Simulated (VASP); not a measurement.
# BAs (F-43m) in VASP: further runs

The runs below take BAs through relaxation of cell and atoms, with r2SCAN, AM05.

All numbers are computed with VASP 6.6.1; they aren't measurements. Logs are shortened: lines on timing, memory, paths and dates and some standing lists are left out, and cuts for length are marked.

## 1. Starting point

Symmetry: F-43m, No. 216, cubic system. The conventional cell has a = 4.777 Å, b = 4.777 Å, c = 4.777 Å, α = 90.00°, β = 90.00°, γ = 90.00°. B (site symmetry -43m) is surrounded by 4 As at 2.07 Å. As (site symmetry -43m) is surrounded by 4 B at 2.07 Å.

## 2. Relaxation of cell and atoms, r2SCAN

Contents of INCAR:

```
ALGO = Normal ; EDIFF = 1E-6
EDIFFG = -0.01 ; ENCUT = 600
IBRION = 2 ; ISIF = 3
ISMEAR = 0 ; LASPH = T
LCHARG = F ; LMIXTAU = T
LREAL = F ; LWAVE = F
METAGGA = R2SCAN ; NELM = 80
NSW = 90 ; PREC = Accurate
SIGMA = 0.03
```

Contents of KPOINTS:

```
k-points
0
Gamma
  10 10 10
```

Contents of POSCAR:

```
BAs
1.0
    0.0000000000      2.3885000000      2.3885000000
    2.3885000000      0.0000000000      2.3885000000
    2.3885000000      2.3885000000      0.0000000000
B As
1 1
Direct
    0.0000000000      0.0000000000      0.0000000000
    0.2500000000      0.2500000000      0.2500000000
```

Potentials or basis: VASP PAW PBE potentials, release 64 (B, As).

The run is started by

```bash
> cat potpaw_PBE.64/B/POTCAR potpaw_PBE.64/As/POTCAR > POTCAR
> mpirun -np 1 vasp_std > vasp.out
```

OUTCAR:

```text
EDIFF = 1E-6
   EDIFFG = -0.01
   ENCUT = 600
   IBRION = 2
   ISIF = 3
   ISMEAR = 0
   LASPH = T
   LREAL = F
   METAGGA = R2SCAN
   NELM = 80
   NSW = 90
   PREC = Accurate

 ion  position               nearest neighbor table
   1  0.000  0.000  0.000-   2 2.07   2 2.07   2 2.07   2 2.07
   2  0.250  0.250  0.250-   1 2.07   1 2.07   1 2.07   1 2.07

  LATTYP: Found a face centered cubic cell.
 ALAT       =     4.7770000000

  Lattice vectors:

 A1 = (   0.0000000000,   2.3885000000,   2.3885000000)
 A2 = (   2.3885000000,   0.0000000000,   2.3885000000)
 A3 = (   2.3885000000,   2.3885000000,   0.0000000000)

Analysis of symmetry for initial positions (statically):
=====================================================================
 Subroutine PRICEL returns:
 Original cell was already a primitive cell.

 Routine SETGRP: Setting up the symmetry group for a
 face centered cubic supercell.

 Subroutine GETGRP returns: Found 24 space group operations
 (whereof 24 operations were pure point group operations)
 out of a pool of 48 trial point group operations.

The static configuration has the point symmetry T_d .

Analysis of symmetry for dynamics (positions and initial velocities):
=====================================================================
 Subroutine PRICEL returns:
 Original cell was already a primitive cell.

 Routine SETGRP: Setting up the symmetry group for a
 face centered cubic supercell.

 Subroutine GETGRP returns: Found 24 space group operations
 (whereof 24 operations were pure point group operations)
 out of a pool of 48 trial point group operations.

The dynamic configuration has the point symmetry T_d .

 Subroutine INISYM returns: Found 24 space group operations
 (whereof 24 operations are pure point group operations),
 and found     1 'primitive' translations

----------------------------------------------------------------------------------------

                                     Primitive cell

  volume of cell :      27.2525

  direct lattice vectors                    reciprocal lattice vectors
     0.000000000  2.388500000  2.388500000    -0.209336404  0.209336404  0.209336404
     2.388500000  0.000000000  2.388500000     0.209336404 -0.209336404  0.209336404
     2.388500000  2.388500000  0.000000000     0.209336404  0.209336404 -0.209336404

  length of vectors
     3.377849094  3.377849094  3.377849094     0.362581287  0.362581287  0.362581287

  position of ions in fractional coordinates (direct lattice)
     0.000000000  0.000000000  0.000000000
     0.250000000  0.250000000  0.250000000

  ion indices of the primitive-cell ions
   primitive index   ion index
                 1           1
                 2           2

----------------------------------------------------------------------------------------

 KPOINTS: k-points

Automatic generation of k-mesh.
 Grid dimensions read from file:
 generate k-points for:   10   10   10

 Generating k-lattice:

  Cartesian coordinates                     Fractional coordinates (reciprocal lattice)
    -0.020933640  0.020933640  0.020933640     0.100000000  0.000000000  0.000000000
     0.020933640 -0.020933640  0.020933640     0.000000000  0.100000000  0.000000000
     0.020933640  0.020933640 -0.020933640     0.000000000  0.000000000  0.100000000

  Length of vectors
     0.036258129  0.036258129  0.036258129

  Shift w.r.t. Gamma in fractional coordinates (k-lattice)
     0.000000000  0.000000000  0.000000000

 Subroutine IBZKPT returns following result:
 ===========================================

 Found     47 irreducible k-points:

 Following reciprocal coordinates:
            Coordinates               Weight
  0.000000  0.000000  0.000000      1.000000
  0.100000  0.000000  0.000000      8.000000
  0.200000  0.000000  0.000000      8.000000
  0.300000  0.000000  0.000000      8.000000
  0.400000  0.000000  0.000000      8.000000
  0.500000  0.000000  0.000000      4.000000
[... 16 lines left out ...]
  0.300000  0.300000  0.000000      6.000000
  0.400000  0.300000  0.000000     24.000000
 [... further k-points ...]
   k-points           NKPTS =     47   k-points in BZ     NKDIM =     47   number of bands    NBANDS=      8
   number of dos      NEDOS =    301   number of ions     NIONS =      2
   total plane-waves  NPLWV =  21952
   dimension x,y,z NGX =    28 NGY =   28 NGZ =   28
   dimension x,y,z NGXF=    56 NGYF=   56 NGZF=   56
   ions per type =               1   1
   NGX,Y,Z   is equivalent  to a cutoff of  13.78, 13.78, 13.78 a.u.
   NGXF,Y,Z  is equivalent  to a cutoff of  27.56, 27.56, 27.56 a.u.
 SYSTEM =  unknown system
   PREC   = accura    normal or accurate (medium, high low for compatibility)
   ISTART =      0    job   : 0-new  1-cont  2-samecut
   ICHARG =      2    charge: 1-file 2-atom 10-const
   ISPIN  =      1    spin polarized calculation?
   LNONCOLLINEAR =      F non collinear calculations
   LSORBIT =      F    spin-orbit coupling
   LASPH  =      T    aspherical Exc in radial PAW
   ENCUT  =  600.0 eV  44.10 Ry    6.64 a.u.   6.75  6.75  6.75*2*pi/ulx,y,z
   NELM   =     80;   NELMIN=  2; NELMDL= -5     # of ELM steps
   EDIFF  = 0.1E-05   stopping-criterion for ELM
   LREAL  =      F    real-space projection
   EDIFFG = -.1E-01   stopping-criterion for IOM
   NSW    =     90    number of steps for IOM
   IBRION =      2    ionic relax: 0-MD 1-quasi-New 2-CG
   NFREE  =      1    steps in history (QN), initial steepest desc. (CG)
   ISIF   =      3    stress and relaxation
   ISYM   =      2    0-nonsym 1-usesym 2-fastsym
   POTIM  = 0.5000    time-step for ionic-motion
   TEBEG  =    0.0;   TEEND  =   0.0 temperature during run
   PSTRESS=    0.0 pullay stress
   NELECT =       8.0000    total number of electrons
   NUPDOWN=      -1.0000    fix difference up-down
   EMIN   =  10.00;   EMAX   =-10.00  energy-range for DOS
   EFERMI =   0.00;   METHOD = LEGACY
   ISMEAR =     0;   SIGMA  =   0.03  broadening in eV -4-tet -1-fermi 0-gaus
   EFERMI_NEDOS =   21; number of points for ismear=-14 and -15
   IALGO  =     38    algorithm
   IMIX   =      4    mixing-type and parameters
     AMIX     =   0.40;   BMIX     =  1.00
     AMIX_MAG =   1.60;   BMIX_MAG =  1.00
  volume/ion in A,a.u.               =      13.63        91.95
  Fermi-wavevector in a.u.,A,eV,Ry     =   1.088018  2.056057 16.106360  1.183784
  Thomas-Fermi vector in A             =   2.224191
   LORBIT       =      0    0 simple, 1 ext, 2 COOP (PROOUT), +10 PAW based schemes
   METAGGA = R2SCAN    functional components
   LHFCALC =     F    Hartree Fock is set to
   AEXX    =    0.0000 exact exchange contribution
   IVDW    =     0    specifies the selected vdW correction
   LEPSILON=     F    determine dielectric tensor
   LRPA    =     F    only Hartree local field effects (RPA)
 conjugate gradient relaxation of ions
 non-spin polarized calculation
 Gauss-broadening in eV      SIGMA  =   0.03
  energy-cutoff  :      600.00
  volume of cell :       27.25
 maximum number of plane-waves:       941
   NGX = 13   NGY = 13   NGZ = 13

--------------------------------------- Ionic step        1  -------------------------------------------

 number of electron       8.0000000 magnetization

 Free energy of the ion-electron system (eV)
  ---------------------------------------------------
  ext. energy  EPLUGINS =         0.00000000
  ---------------------------------------------------
  free energy    TOTEN  =       -22.25708736 eV

  energy without entropy =      -22.25708736  energy(sigma->0) =      -22.25708736

------------------------ aborting loop because EDIFF is reached ----------------------------------------

  FORCE on cell =-STRESS in cart. coord.  units (eV):
  Direction    XX          YY          ZZ          XY          YZ          ZX
  --------------------------------------------------------------------------------------
  -------------------------------------------------------------------------------------
  Total        0.1458575      0.1458575      0.1458575      0.0000000      0.0000000     -0.0000000
  in kB        8.5749887      8.5749887      8.5749887      0.0000000      0.0000000     -0.0000000
  external PRESSURE =       8.5749887 kB  Pullay stress =       0.0000000 kB
[... 57 lines left out ...]
  energy  without entropy=      -22.2572510600  energy(sigma->0) =      -22.25725106

--------------------------------------- Ionic step        3  -------------------------------------------

 number of electron       8.0000000 magnetization

 Free energy of the ion-electron system (eV)
  ---------------------------------------------------
  ext. energy  EPLUGINS =         0.00000000
  ---------------------------------------------------
  free energy    TOTEN  =       -22.25751222 eV

  energy without entropy =      -22.25751222  energy(sigma->0) =      -22.25751222

 E-fermi :   6.1306     XC(G=0): -11.1067

 val. band max:        5.9576821020   @ k =   0.0000   0.0000   0.0000
 cond. band min:       7.3345629339   @ k =   0.4000   0.4000   0.0000
 fundamental gap:      1.3768808318
 Fermi energy:         6.1306064488

 k-point     1 :       0.0000    0.0000    0.0000
  band No.  band energies     occupation
      1     -10.1444      2.00000
      2       5.9577      2.00000
      3       5.9577      2.00000
      4       5.9577      2.00000
      5       9.3967      0.00000
      6       9.3967      0.00000
      7       9.3967      0.00000
      8      11.0320      0.00000
[... 243 lines left out ...]
 k-point    24 :       0.4000    0.3000    0.0000
  band No.  band energies     occupation
      1      -7.3731      2.00000
      2      -0.8555      2.00000
      3       1.7992      2.00000
      4       2.2951      2.00000
      5       7.8674      0.00000
      6       9.6659      0.00000
      7      15.3305      0.00000
      8      15.5634      0.00000

 [... further k-points ...]
[... 5 lines left out ...]
  --------------------------------------------------------------------------------------
  -------------------------------------------------------------------------------------
  Total        0.0022660      0.0022660      0.0022660     -0.0000000      0.0000000      0.0000000
  in kB        0.1324390      0.1324390      0.1324390     -0.0000000      0.0000000      0.0000000
  external PRESSURE =       0.1324390 kB  Pullay stress =       0.0000000 kB
[... 17 lines left out ...]
  FREE ENERGIE OF THE ION-ELECTRON SYSTEM (eV)
  ---------------------------------------------------
  free  energy   TOTEN  =       -22.2575122160 eV

  energy  without entropy=      -22.2575122160  energy(sigma->0) =      -22.25751222

 reached required accuracy - stopping structural energy minimisation
```

Wall time 1.8 min (1 thread of Intel Xeon Platinum 8488C (Sapphire Rapids), shared host); peak memory 0.17 GiB.

What came out:

| Item | Value |
| --- | --- |
| Free energy | -22.2575 eV |
| Relaxed volume | 13.71 Å³/atom |
| Relaxed cell | a = 3.384 Å, b = 3.384 Å, c = 3.384 Å, α = 60.00°, β = 60.00°, γ = 60.00° |
| Space group after relaxing (to 0.05 Å) | F-43m (No. 216) |
| Energy gained by relaxing | 0.2 meV/atom |
| Ionic steps | 3 |
| Pressure after relaxing | 0.0 GPa |
| Band gap on the k mesh | 1.38 eV, indirect (least direct gap 3.44 eV) |

Step by step:
| step | energy change (eV) | largest force (eV/Å) | pressure (GPa) | volume (Å³) |
| --- | --- | --- | --- | --- |
| 1 | 0.0000 | 0.0000 | 0.86 | 27.25 |
| 2 | -0.0002 | 0.0000 | -0.65 | 27.54 |
| 3 | -0.0004 | 0.0000 | 0.01 | 27.41 |

Final structure:
```yaml
crystal:
  lattice:
    - [0.00000, 2.39318, 2.39318]
    - [2.39318, 0.00000, 2.39318]
    - [2.39318, 2.39318, 0.00000]
  atoms:
    - { symbol: B, position: [0.00000, 0.00000, 0.00000] }
    - { symbol: As, position: [0.25000, 0.25000, 0.25000] }
```

Caveat: the PAW data sets were made with another functional, which shifts forces and pressure a little.

## 3. Relaxation of cell and atoms, r2SCAN

This run uses another cell than the first one, of 13.71 Å³/atom, 1.006 times its volume.

Edit INCAR of step 2 so:

```diff
@@ -1,3 +1,3 @@
-ALGO = Normal ; EDIFF = 1E-6
-EDIFFG = -0.01 ; ENCUT = 600
+ALGO = Normal ; EDIFF = 1E-7
+EDIFFG = -0.005 ; ENCUT = 600
 IBRION = 2 ; ISIF = 3
```

KPOINTS is that of step 2.

Contents of POSCAR:

```
BAs                                     
1.0
    0.0000000000      2.3931785067      2.3931785067
    2.3931785067      0.0000000000      2.3931785067
    2.3931785067      2.3931785067      0.0000000000
  B               As            
     1     1
Direct
     0.0000000000000000    0.0000000000000000    0.0000000000000000
     0.2500000000000000    0.2500000000000000    0.2500000000000000
```

Potentials or basis: VASP PAW PBE potentials, release 64 (B, As).

The run is started by

```bash
> cat potpaw_PBE.64/B/POTCAR potpaw_PBE.64/As/POTCAR > POTCAR
> mpirun -np 1 vasp_std > vasp.out
```

Run time: 66 s. Hardware: 1 thread of Intel Xeon Platinum 8488C (Sapphire Rapids), shared host; peak memory 0.16 GiB.

Results (log left out):

- Free energy: -22.2576 eV
- Pressure after relaxing: 0.0 GPa
- Band gap on the k mesh: 1.38 eV, indirect (least direct gap 3.44 eV)

Final structure:
```
B As
1.0
     0.00000    2.39318    2.39318
     2.39318    0.00000    2.39318
     2.39318    2.39318    0.00000
B As
1 1
Direct
  0.00000 0.00000 0.00000
  0.25000 0.25000 0.25000
```

Levels at points of the mesh, in eV from the valence-band top:
```tsv
k point	band 1	band 2	band 3	band 4	band 5	band 6	band 7	band 8
(0.00, 0.00, 0.00)	-16.10	0.00	0.00	0.00	3.44	3.44	3.44	5.07
(0.50, 0.00, 0.00)	-13.10	-9.20	-1.93	-1.93	2.94	5.05	5.05	9.56
(0.50, 0.50, 0.00)	-11.67	-9.03	-4.28	-4.28	1.62	1.70	12.10	12.10
```

Caveat: the relaxation stopped at its first step, so nothing moved; the PAW data sets were made with another functional, which shifts forces and pressure a little. r2SCAN opens gaps a little over a GGA but as a rule still falls short of measured ones.

## 4. Relaxation of cell and atoms, AM05

Contents of INCAR:

```
SYSTEM = BAs
PREC = Accurate
ENCUT = 600
EDIFF = 1E-6
ISMEAR = 0
SIGMA = 0.03
LREAL = .False.
LASPH = .True.
NELM = 80
ALGO = Normal
ISIF = 3
LWAVE = .False.
LCHARG = .False.
GGA = AM
IBRION = 2
NSW = 90
EDIFFG = -0.01
```

Contents of KPOINTS:

```
Automatic mesh
0
Gamma
  10 10 10
  0 0 0
```

Contents of POSCAR:

```
BAs
1.0
    0.0000000000      2.3885000000      2.3885000000
    2.3885000000      0.0000000000      2.3885000000
    2.3885000000      2.3885000000      0.0000000000
B As
1 1
Direct
    0.0000000000      0.0000000000      0.0000000000
    0.2500000000      0.2500000000      0.2500000000
```

The run is started by

```bash
> cat potpaw_PBE.64/B/POTCAR potpaw_PBE.64/As/POTCAR > POTCAR
> mpirun -np 1 vasp_std > vasp.out
```

Run time: 9.7 s. Hardware: 1 thread of Intel Xeon 6975P-C (Granite Rapids), shared host; peak memory 0.17 GiB.

Results (log left out):

* Free energy: -11.8897 eV
* Relaxed volume: 13.60 Å³/atom
* Relaxed cell: a = 3.376 Å, b = 3.376 Å, c = 3.376 Å, α = 60.00°, β = 60.00°, γ = 60.00°
* Space group after relaxing (to 0.05 Å): F-43m (No. 216)
* Energy gained by relaxing: 0.0 meV/atom
* Ionic steps: 2
* Pressure after relaxing: 0.1 GPa
* Band gap on the k mesh: 1.11 eV, indirect (least direct gap 3.23 eV)

Final structure:
```yaml
crystal:
  lattice:
    - [0.00000, 2.38699, 2.38699]
    - [2.38699, 0.00000, 2.38699]
    - [2.38699, 2.38699, 0.00000]
  atoms:
    - { symbol: B, position: [0.00000, 0.00000, 0.00000] }
    - { symbol: As, position: [0.25000, 0.25000, 0.25000] }
```

Levels at points of the mesh, in eV from the valence-band top:
| k point | band 1 | band 2 | band 3 | band 4 | band 5 | band 6 | band 7 | band 8 |
| --- | --- | --- | --- | --- | --- | --- | --- | --- |
| (0.00, 0.00, 0.00) | -15.44 | 0.00 | 0.00 | 0.00 | 3.23 | 3.23 | 3.23 | 4.75 |
| (0.50, 0.00, 0.00) | -12.55 | -8.83 | -1.84 | -1.84 | 2.70 | 4.73 | 4.73 | 8.78 |
| (0.50, 0.50, 0.00) | -11.24 | -8.53 | -4.12 | -4.12 | 1.35 | 1.38 | 11.37 | 11.37 |

Caveat: the PAW data sets were made with another functional, which shifts forces and pressure a little. AM05 gaps usually lie below the measured ones, often by a third to a half.

## 5. Relaxation of cell and atoms, AM05

Edit INCAR of step 4 so:

```diff
@@ -3,3 +3,3 @@
 ENCUT = 600
-EDIFF = 1E-6
+EDIFF = 1E-7
 ISMEAR = 0
@@ -16,2 +16,2 @@
 NSW = 90
-EDIFFG = -0.01
+EDIFFG = -0.005
```

KPOINTS is that of step 4.

Contents of POSCAR:

```
BAs                                     
1.0
   -0.0000000000      2.3869917543      2.3869917543
    2.3869917543      0.0000000000      2.3869917543
    2.3869917543      2.3869917543     -0.0000000000
  B               As            
     1     1
Direct
     0.0000000000000000    1.0000000000000000    1.0000000000000000
     0.2500000000000000    0.2500000000000000    0.2500000000000000
```

The run is started by

```bash
> cat potpaw_PBE.64/B/POTCAR potpaw_PBE.64/As/POTCAR > POTCAR
> mpirun -np 1 vasp_std > vasp.out
```

Wall time 14 s (1 thread of Intel Xeon 6975P-C (Granite Rapids), shared host); peak memory 0.17 GiB.

It converged, with:

- Free energy: -11.8896 eV
- Relaxed volume: 13.61 Å³/atom
- Relaxed cell: a = 3.377 Å, b = 3.377 Å, c = 3.377 Å, α = 60.00°, β = 60.00°, γ = 60.00°
- Space group after relaxing (to 0.05 Å): F-43m (No. 216)
- Energy gained by relaxing: 0.0 meV/atom
- Ionic steps: 3
- Pressure after relaxing: 0.0 GPa
- Band gap on the k mesh: 1.11 eV, indirect (least direct gap 3.23 eV)

Final structure:
```
B As
1.0
     0.00000    2.38762    2.38762
     2.38762    0.00000    2.38762
     2.38762    2.38762    0.00000
B As
1 1
Direct
  0.00000 0.00000 0.00000
  0.25000 0.25000 0.25000
```

Levels at points of the mesh, in eV from the valence-band top:
```tsv
k point	band 1	band 2	band 3	band 4	band 5	band 6	band 7	band 8
(0.00, 0.00, 0.00)	-15.43	0.00	0.00	0.00	3.23	3.23	3.23	4.74
(0.50, 0.00, 0.00)	-12.55	-8.82	-1.84	-1.84	2.70	4.73	4.73	8.78
(0.50, 0.50, 0.00)	-11.24	-8.53	-4.11	-4.11	1.35	1.38	11.36	11.36
```

Caveat: the PAW data sets were made with another functional, which shifts forces and pressure a little. A hybrid or GW would open this gap; AM05 tends to underestimate it.
